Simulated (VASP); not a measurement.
**InP: single point with PBE+D3(BJ)**

**Measured values to compare with.**

A printed reference work, data compilation reports, for a bulk crystal of InP at 1.6 K: band gap 1.4236 eV (direct).

Crystal: InP.

```
CELL_PARAMETERS angstrom
0.00000 2.93050 2.93050
2.93050 0.00000 2.93050
2.93050 2.93050 0.00000
ATOMIC_POSITIONS crystal
In 0.00000 0.00000 0.00000
P 0.25000 0.25000 0.25000
```

* Program: VASP 6.6.1
* Task: single point
* Functional: PBE
* Dispersion: D3(BJ)
* Potentials or basis: VASP PAW PBE potentials, release 64 (In_d, P)
* Cutoff: 520 eV
* k mesh: 6 × 6 × 6
* Occupations: gaussian, width 0.01 eV
* Spin: no spin polarisation
* Dipole correction: no
* Further INCAR settings: ALGO = Normal; EDIFF = 1e-06; NBANDS = 16

The pressure is 1.1 GPa. The band gap on the k mesh is 0.71 eV, direct and the dispersion energy per atom is -0.314 eV.

Levels at points of the mesh, in eV from the valence-band top:
```
           k point  band 6  band 7  band 8  band 9  band 10  band 11  band 12  band 13
(0.00, 0.00, 0.00)  -11.52    0.00    0.00    0.00     0.71     4.09     4.09     4.09
(0.50, 0.00, 0.00)   -9.79   -5.73   -0.97   -0.97     1.50     4.81     4.81     7.10
(0.50, 0.50, 0.00)   -9.14   -5.75   -2.32   -2.32     1.76     2.27     9.21     9.59
```

Wall time 6.6 s on 1 thread of Intel Xeon 6975P-C (shared host), peak memory 0.18 GiB.

Against the measured gap of InP, 1.4236 eV (direct; 1.6 K; a printed reference work, data compilation), the calculated 0.71 eV is off by -0.71 eV. Spin-orbit coupling on In is left out. The value is that of PBE+D3(BJ), without temperature or zero-point motion. Semilocal functionals fall short of measured gaps as a rule.

Caveat: spin-orbit coupling is left out, which moves the levels of the heavy elements.
